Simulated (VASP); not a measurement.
# W (Im-3m) in VASP: density of states with PBE

Aim: the density of states of W with PBE.

All numbers are computed with VASP 6.6.1; they aren't measurements. Logs are shortened: lines on timing, memory, paths and dates and some standing lists are left out, and cuts for length are marked.

### 1 Starting point

The structure is cubic, space group Im-3m (No. 229). The conventional cell has a = 3.185 Å, b = 3.185 Å, c = 3.185 Å, α = 90.00°, β = 90.00°, γ = 90.00°. W (site symmetry m-3m) has 8 W at 2.76 Å as nearest neighbours.

### 2 Density of states, PBE

File POSCAR:

```
W                                       
1.0
   -1.5926730312      1.5926730312      1.5926730312
    1.5926730312     -1.5926730312      1.5926730312
    1.5926730312      1.5926730312     -1.5926730312
  W             
     1
Direct
     0.0000000000000000    0.0000000000000000    0.0000000000000000
```

File INCAR.step1:

```
PREC     = Accurate       # precision mode
ENCUT    = 520            # plane-wave cutoff, eV
EDIFF    = 1E-7           # SCF threshold, eV
ISMEAR   = 0              # smearing method
SIGMA    = 0.1            # smearing width, eV
LREAL    = False          # projectors in reciprocal space
LASPH    = True           # aspherical terms in the spheres
NELM     = 60             # most SCF steps
ALGO     = Normal         # electronic algorithm
ISIF     = 2              # what is computed and relaxed
LWAVE    = False          # write WAVECAR
LCHARG   = True           # write CHGCAR
LMAXMIX  = 4              # l up to which the mixer works
GGA      = PE             # functional
```

File KPOINTS.step1:

```
regular mesh
0
Gamma
  26 26 26
```

File INCAR.step2:

```
PREC     = Accurate       # precision mode
ENCUT    = 520            # plane-wave cutoff, eV
EDIFF    = 1E-7           # SCF threshold, eV
ISMEAR   = -5             # smearing method
SIGMA    = 0.1            # smearing width, eV
LREAL    = False          # projectors in reciprocal space
LASPH    = True           # aspherical terms in the spheres
NELM     = 60             # most SCF steps
ALGO     = Normal         # electronic algorithm
ISIF     = 2              # what is computed and relaxed
LWAVE    = False          # write WAVECAR
LCHARG   = False          # write CHGCAR
LMAXMIX  = 4              # l up to which the mixer works
GGA      = PE             # functional
LORBIT   = 11             # projections on sites
NEDOS    = 1001           # points of the DOS
ICHARG   = 11             # starting density
```

File KPOINTS.step2:

```
regular mesh
0
Gamma
  39 39 39
```

Potentials or basis: VASP PAW PBE potentials, release 64 (W_sv).

Started as:

```bash
$ cat potpaw_PBE.64/W_sv/POTCAR > POTCAR
$ cp INCAR.step1 INCAR
$ cp KPOINTS.step1 KPOINTS
$ mpirun -np 1 vasp_std > vasp.out
$ cp INCAR.step2 INCAR
$ cp KPOINTS.step2 KPOINTS
$ mpirun -np 1 vasp_std > vasp.out
```

OUTCAR:

```text
PREC = Accurate
   ENCUT = 520
   EDIFF = 1E-7
   ISMEAR = -5
   LREAL = False
   LASPH = True
   NELM = 60
   ISIF = 2
   GGA = PE
   LORBIT = 11
   ICHARG = 11

 ion  position               nearest neighbor table
   1  0.000  0.000  0.000-

  LATTYP: Found a body centered cubic cell.
 ALAT       =     3.1853460624

  Lattice vectors:

 A1 = (  -1.5926730312,   1.5926730312,   1.5926730312)
 A2 = (   1.5926730312,  -1.5926730312,   1.5926730312)
 A3 = (   1.5926730312,   1.5926730312,  -1.5926730312)

Analysis of symmetry for initial positions (statically):
=====================================================================
 Subroutine PRICEL returns:
 Original cell was already a primitive cell.

 Routine SETGRP: Setting up the symmetry group for a
 body centered cubic supercell.

 Subroutine GETGRP returns: Found 48 space group operations
 (whereof 48 operations were pure point group operations)
 out of a pool of 48 trial point group operations.

The static configuration has the point symmetry O_h .

Analysis of symmetry for dynamics (positions and initial velocities):
=====================================================================
 Subroutine PRICEL returns:
 Original cell was already a primitive cell.

 Routine SETGRP: Setting up the symmetry group for a
 body centered cubic supercell.

 Subroutine GETGRP returns: Found 48 space group operations
 (whereof 48 operations were pure point group operations)
 out of a pool of 48 trial point group operations.

The dynamic configuration has the point symmetry O_h .

 Subroutine INISYM returns: Found 48 space group operations
 (whereof 48 operations are pure point group operations),
 and found     1 'primitive' translations

----------------------------------------------------------------------------------------

                                     Primitive cell

  volume of cell :      16.1599

  direct lattice vectors                    reciprocal lattice vectors
    -1.592673031  1.592673031  1.592673031     0.000000000  0.313937632  0.313937632
     1.592673031 -1.592673031  1.592673031     0.313937632  0.000000000  0.313937632
     1.592673031  1.592673031 -1.592673031     0.313937632  0.313937632  0.000000000

  length of vectors
     2.758590610  2.758590610  2.758590610     0.443974857  0.443974857  0.443974857

  position of ions in fractional coordinates (direct lattice)
     0.000000000  0.000000000  0.000000000

  ion indices of the primitive-cell ions
   primitive index   ion index
                 1           1

----------------------------------------------------------------------------------------

 KPOINTS: regular mesh

Automatic generation of k-mesh.
 Grid dimensions read from file:
 generate k-points for:   39   39   39

 Generating k-lattice:

  Cartesian coordinates                     Fractional coordinates (reciprocal lattice)
     0.000000000  0.008049683  0.008049683     0.025641026  0.000000000  0.000000000
     0.008049683  0.000000000  0.008049683     0.000000000  0.025641026  0.000000000
     0.008049683  0.008049683  0.000000000     0.000000000  0.000000000  0.025641026

  Length of vectors
     0.011383971  0.011383971  0.011383971

  Shift w.r.t. Gamma in fractional coordinates (k-lattice)
     0.000000000  0.000000000  0.000000000

 TETIRR: Found  72339 inequivalent tetrahedra from   355914

 Subroutine IBZKPT returns following result:
 ===========================================

 Found   1540 irreducible k-points:

 Following reciprocal coordinates:
            Coordinates               Weight
  0.000000  0.000000  0.000000      1.000000
  0.025641  0.000000  0.000000     12.000000
  0.051282  0.000000  0.000000     12.000000
  0.076923  0.000000  0.000000     12.000000
  0.102564  0.000000  0.000000     12.000000
  0.128205  0.000000  0.000000     12.000000
[... 16 lines left out ...]
  0.076923  0.025641  0.000000     48.000000
  0.102564  0.025641 -0.000000     48.000000
 [... further k-points ...]
   k-points           NKPTS =   1540   k-points in BZ     NKDIM =   1540   number of bands    NBANDS=     11
   number of dos      NEDOS =   1001   number of ions     NIONS =      1
   total plane-waves  NPLWV =  13824
   dimension x,y,z NGX =    24 NGY =   24 NGZ =   24
   dimension x,y,z NGXF=    48 NGYF=   48 NGZF=   48
   ions per type =               1
   NGX,Y,Z   is equivalent  to a cutoff of  14.46, 14.46, 14.46 a.u.
   NGXF,Y,Z  is equivalent  to a cutoff of  28.93, 28.93, 28.93 a.u.
 SYSTEM =  unknown system
   PREC   = accura    normal or accurate (medium, high low for compatibility)
   ISTART =      0    job   : 0-new  1-cont  2-samecut
   ICHARG =     11    charge: 1-file 2-atom 10-const
   ISPIN  =      1    spin polarized calculation?
   LNONCOLLINEAR =      F non collinear calculations
   LSORBIT =      F    spin-orbit coupling
   LASPH  =      T    aspherical Exc in radial PAW
   ENCUT  =  520.0 eV  38.22 Ry    6.18 a.u.   5.13  5.13  5.13*2*pi/ulx,y,z
   NELM   =     60;   NELMIN=  2; NELMDL=  0     # of ELM steps
   EDIFF  = 0.1E-06   stopping-criterion for ELM
   LREAL  =      F    real-space projection
   EDIFFG = 0.1E-05   stopping-criterion for IOM
   NSW    =      0    number of steps for IOM
   IBRION =     -1    ionic relax: 0-MD 1-quasi-New 2-CG
   NFREE  =      0    steps in history (QN), initial steepest desc. (CG)
   ISIF   =      2    stress and relaxation
   ISYM   =      2    0-nonsym 1-usesym 2-fastsym
   POTIM  = 0.5000    time-step for ionic-motion
   TEBEG  =    0.0;   TEEND  =   0.0 temperature during run
   PSTRESS=    0.0 pullay stress
   NELECT =      14.0000    total number of electrons
   NUPDOWN=      -1.0000    fix difference up-down
   EMIN   =  10.00;   EMAX   =-10.00  energy-range for DOS
   EFERMI =   0.00;   METHOD = LEGACY
   ISMEAR =    -5;   SIGMA  =   0.10  broadening in eV -4-tet -1-fermi 0-gaus
   EFERMI_NEDOS =   21; number of points for ismear=-14 and -15
   IALGO  =     38    algorithm
   IMIX   =      4    mixing-type and parameters
     AMIX     =   0.40;   BMIX     =  1.00
     AMIX_MAG =   1.60;   BMIX_MAG =  1.00
  volume/ion in A,a.u.               =      16.16       109.05
  Fermi-wavevector in a.u.,A,eV,Ry     =   1.560645  2.949192 33.138539  2.435614
  Thomas-Fermi vector in A             =   2.663827
   LORBIT       =     11    0 simple, 1 ext, 2 COOP (PROOUT), +10 PAW based schemes
   GGA     = PE    functional components
   LHFCALC =     F    Hartree Fock is set to
   AEXX    =    0.0000 exact exchange contribution
   IVDW    =     0    specifies the selected vdW correction
   LEPSILON=     F    determine dielectric tensor
   LRPA    =     F    only Hartree local field effects (RPA)
 non-spin polarized calculation
 Fermi weights with tetrahedron method with Bloechl corrections
  energy-cutoff  :      520.00
  volume of cell :       16.16
 maximum number of plane-waves:       456
 NGX is ok and might be reduce to    24

 number of electron      14.0000002 magnetization

 Free energy of the ion-electron system (eV)
  ---------------------------------------------------
  ext. energy  EPLUGINS =         0.00000000
  ---------------------------------------------------
  free energy    TOTEN  =       -12.95497029 eV

  energy without entropy =      -12.95497029  energy(sigma->0) =      -12.95497029

 E-fermi :  11.1935     XC(G=0): -13.5324

 val. band max:       11.2421818684   @ k =  -0.4359   0.4359   0.2821
 cond. band min:      11.1541315639   @ k =  -0.1538   0.1538   0.1282
 fundamental gap:     -0.0880503045
 Fermi energy:        11.1935208499

 k-point     1 :       0.0000    0.0000    0.0000
  band No.  band energies     occupation
      1     -63.0452      2.00000
      2     -26.6345      2.00000
      3     -26.6345      2.00000
      4     -26.6345      2.00000
      5       1.6366      2.00000
      6       9.9684      2.00000
      7       9.9684      2.00000
      8       9.9684      2.00000
      9      13.3816      0.00000
     10      13.3816      0.00000
     11      25.6398      0.00000

 k-point     2 :       0.0256    0.0000    0.0000
  band No.  band energies     occupation
      1     -63.0444      2.00000
      2     -26.6429      2.00000
      3     -26.6371      2.00000
      4     -26.6345      2.00000
      5       1.6679      2.00000
      6       9.9491      2.00000
      7       9.9646      2.00000
      8       9.9984      2.00000
      9      13.3492      0.00000
     10      13.3817      0.00000
     11      25.6674      0.00000

 k-point     3 :       0.0513    0.0000    0.0000
  band No.  band energies     occupation
      1     -63.0421      2.00000
      2     -26.6680      2.00000
      3     -26.6450      2.00000
      4     -26.6346      2.00000
      5       1.7615      2.00000
      6       9.8923      2.00000
      7       9.9519      2.00000
      8      10.0883      2.00000
      9      13.2583      0.00000
     10      13.3823      0.00000
     11      25.7534      0.00000

 k-point     4 :       0.0769    0.0000    0.0000
  band No.  band energies     occupation
      1     -63.0382      2.00000
      2     -26.7090      2.00000
      3     -26.6578      2.00000
      4     -26.6348      2.00000
      5       1.9150      2.00000
      6       9.8009      2.00000
      7       9.9265      2.00000
      8      10.2375      2.00000
      9      13.1267      0.00000
     10      13.3844      0.00000
     11      25.8719      0.00000

 k-point     5 :       0.1026    0.0000    0.0000
  band No.  band energies     occupation
      1     -63.0330      2.00000
      2     -26.7644      2.00000
      3     -26.6753      2.00000
      4     -26.6350      2.00000
      5       2.1249      2.00000
      6       9.6795      2.00000
      7       9.8828      2.00000
      8      10.4449      2.00000
      9      12.9791      0.00000
     10      13.3895      0.00000
     11      26.0235      0.00000
[... 211 lines left out ...]
 k-point    21 :       0.0256    0.0256    0.0000
  band No.  band energies     occupation
      1     -63.0429      2.00000
      2     -26.6602      2.00000
      3     -26.6398      2.00000
      4     -26.6366      2.00000
      5       1.7304      2.00000
      6       9.9225      2.00000
      7       9.9411      2.00000
      8      10.0621      2.00000
      9      13.2865      0.00000
     10      13.3831      0.00000
     11      25.7134      0.00000

 k-point    22 :       0.0513    0.0256   -0.0000
  band No.  band energies     occupation
      1     -63.0398      2.00000
      2     -26.6935      2.00000
      3     -26.6491      2.00000
      4     -26.6376      2.00000
      5       1.8540      2.00000
      6       9.8521      2.00000
      7       9.9158      2.00000
      8      10.1845      2.00000
      9      13.1725      0.00000
     10      13.3872      0.00000
     11      25.8135      0.00000

 k-point    23 :       0.0769    0.0256    0.0000
  band No.  band energies     occupation
      1     -63.0352      2.00000
      2     -26.7416      2.00000
      3     -26.6642      2.00000
      4     -26.6379      2.00000
      5       2.0358      2.00000
      6       9.7452      2.00000
      7       9.8806      2.00000
      8      10.3644      2.00000
      9      13.0293      0.00000
     10      13.3946      0.00000
     11      25.9573      0.00000

 k-point    24 :       0.1026    0.0256   -0.0000
  band No.  band energies     occupation
      1     -63.0293      2.00000
      2     -26.8032      2.00000
      3     -26.6839      2.00000
      4     -26.6383      2.00000
      5       2.2715      2.00000
      6       9.6103      2.00000
      7       9.8257      2.00000
      8      10.6014      2.00000
      9      12.8828      0.00000
     10      13.4065      0.00000
     11      26.1219      0.00000

 [... further k-points ...]

------------------------ aborting loop because EDIFF is reached ----------------------------------------

  FORCE on cell =-STRESS in cart. coord.  units (eV):
  Direction    XX          YY          ZZ          XY          YZ          ZX
  --------------------------------------------------------------------------------------
  -------------------------------------------------------------------------------------
  Total        0.0027710      0.0027710      0.0027710     -0.0000000     -0.0000000      0.0000000
  in kB        0.2747298      0.2747298      0.2747298     -0.0000000     -0.0000000      0.0000000
  external PRESSURE =       0.2747298 kB  Pullay stress =       0.0000000 kB

 VOLUME and BASIS-vectors are now :
 -----------------------------------------------------------------------------
  energy-cutoff  :      520.00
  volume of cell :       16.16
      direct lattice vectors                 reciprocal lattice vectors
    -1.592673031  1.592673031  1.592673031     0.000000000  0.313937632  0.313937632
     1.592673031 -1.592673031  1.592673031     0.313937632  0.000000000  0.313937632
     1.592673031  1.592673031 -1.592673031     0.313937632  0.313937632  0.000000000

 POSITION                                       TOTAL-FORCE (eV/Angst)
 -----------------------------------------------------------------------------------
      0.00000      0.00000      0.00000         0.000000     -0.000000     -0.000000
 -----------------------------------------------------------------------------------
    total drift:                               -0.000000      0.000000     -0.000000

  FREE ENERGIE OF THE ION-ELECTRON SYSTEM (eV)
  ---------------------------------------------------
  free  energy   TOTEN  =       -12.9549702938 eV

  energy  without entropy=      -12.9549702938  energy(sigma->0) =      -12.95497029

 total charge

# of ion       s       p       d       tot
------------------------------------------
    1        2.397   6.334   3.321  12.052
```

It took 2.7 min on 1 thread of Intel Xeon Platinum 8488C (Sapphire Rapids), shared host; peak memory 0.51 GiB.

Results:

```
Valence electrons inside the program's atomic spheres : W 12.05
```

States per cell in windows of 1 eV (zero at the Fermi level; states under -8 eV left out):
| from (eV) | total | W1_d | W1_p | W1_s |
| --- | --- | --- | --- | --- |
| -8.0 | 0.12 | 0.00 | 0.01 | 0.04 |
| -7.0 | 0.30 | 0.07 | 0.02 | 0.09 |
| -6.0 | 0.74 | 0.30 | 0.03 | 0.12 |
| -5.0 | 0.91 | 0.48 | 0.05 | 0.07 |
| -4.0 | 1.22 | 0.82 | 0.06 | 0.01 |
| -3.0 | 1.33 | 0.86 | 0.10 | 0.02 |
| -2.0 | 1.09 | 0.67 | 0.11 | 0.02 |
| -1.0 | 0.38 | 0.22 | 0.05 | 0.01 |
| 0.0 | 0.68 | 0.50 | 0.03 | 0.01 |
| 1.0 | 1.02 | 0.82 | 0.02 | 0.01 |
| 2.0 | 1.41 | 1.22 | 0.02 | 0.01 |
| 3.0 | 1.40 | 1.17 | 0.05 | 0.04 |
| 4.0 | 0.48 | 0.36 | 0.04 | 0.02 |
| 5.0 | 0.33 | 0.25 | 0.03 | 0.01 |
| 6.0 | 0.31 | 0.19 | 0.04 | 0.02 |
| 7.0 | 0.32 | 0.15 | 0.05 | 0.06 |

Caveat: tetrahedron occupations give inexact forces and stress in metals.
